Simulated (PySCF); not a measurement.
A PySCF script (with the pyscf-properties extension) for the spin–spin couplings of SMILES CC(=O)O, C₂H₄O₂, on a PBE0-D3(BJ)/def2-SVP geometry:

```python
import basis_set_exchange as bse
import numpy as np
from pyscf import gto, dft
from pyscf.data import nist
from pyscf.prop import ssc

atoms = """
C    -0.920763   -0.034248   -0.272111
C     0.467338    0.296937    0.186932
O     0.845585    1.377370    0.552854
O     1.271676   -0.777974    0.164006
H    -1.416098   -0.653304    0.491539
H    -1.489550    0.890772   -0.415816
H    -0.891356   -0.621726   -1.200013
H     2.133169   -0.477827    0.492612
"""
names = dict.fromkeys(["C", "O", "H"], "pcJ-1")
basis = {el: gto.basis.parse(bse.get_basis(n, elements=[el], fmt="nwchem")) for el, n in names.items()}
mol = gto.M(atom=atoms, basis=basis, charge=0, verbose=0)
mf = dft.RKS(mol, xc="B3LYP")
mf.grids.level = 2
mf.grids.alignment = dft.numint.BLKSIZE   # the property module wants whole blocks of grid points
mf.conv_tol = 1e-9
mf.kernel()

sc = ssc.RKS(mf)
sc.with_fcsd = True   # Fermi contact and spin-dipole together
sc.max_cycle_cphf = 60
g = {"C": 1.4048236, "H": 5.58569468, "O": -0.757516}   # nuclear g factors of 13C, 1H, 17O
sc.nuc_pair = [(i, j) for i in range(mol.natm) for j in range(i + 1, mol.natm)
               if mol.atom_pure_symbol(i) in g and mol.atom_pure_symbol(j) in g]
K = sc.kernel()
unit = nist.HARTREE2J / nist.PLANCK * (0.5 * nist.E_MASS / nist.PROTON_MASS) ** 2
for (i, j), k in zip(sc.nuc_pair, K):
    a, b = mol.atom_pure_symbol(i), mol.atom_pure_symbol(j)
    J = unit * g[a] * g[b] * np.trace(k) / 3
    if abs(J) >= 1:
        print("%s%d %s%d %8.1f Hz" % (a, i, b, j, J))
```

**Question.** What are the results?

**Answer.** 
```
C0 C1     62.9 Hz
C0 O2     -2.8 Hz
C0 O3    -20.9 Hz
C0 H4    132.1 Hz
C0 H5    143.1 Hz
C0 H6    135.2 Hz
C0 H7      7.3 Hz
C1 O2     27.6 Hz
C1 O3     33.5 Hz
C1 H4     -7.0 Hz
C1 H5     -4.7 Hz
C1 H6     -6.5 Hz
C1 H7     -6.4 Hz
O2 O3     -7.6 Hz
O2 H4     -1.6 Hz
O2 H6     -2.2 Hz
O2 H7      2.3 Hz
O3 H5     -8.9 Hz
O3 H7    -74.0 Hz
H4 H5    -14.9 Hz
H4 H6    -19.4 Hz
H5 H6    -11.4 Hz
H5 H7      3.7 Hz
```

These numbers come from an equivalent density-fitted implementation of the same equations, which agrees with the script to about 0.1 Hz, so last digits may differ.

Size and cost of the density-fitted run: 148 basis functions, 14 s wall time on 1 thread of an Arm Neoverse V1, shared host.
